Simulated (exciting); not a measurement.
Crystal: CdS (Hawleyite).

```
CELL_PARAMETERS angstrom
0.00000 2.91650 2.91650
2.91650 0.00000 2.91650
2.91650 2.91650 0.00000
ATOMIC_POSITIONS crystal
Cd 0.00000 0.00000 0.00000
S 0.75000 0.75000 0.75000
```

Base run:

- Program: exciting (release sodium)
- Functional: PBE
- Potentials or basis: all-electron LAPW+lo, shipped species files, valence relativity iora*
- rgkmax: 7.5
- k mesh: 6 × 6 × 6
- Occupations: fermi-dirac, width 0.05 eV
- Spin: spin-orbit coupling, no magnetisation

Its results: band gap on the k mesh 1.12 eV, direct.

Q: The run is repeated on the same cell with these changes: functional from PBE to LDA. What comes out?

A: Band gap on the k mesh 0.84 eV, direct.

Caveats: the tetrahedron DOS on this energy grid can lose part of the weight of narrow d or f bands (some runs).
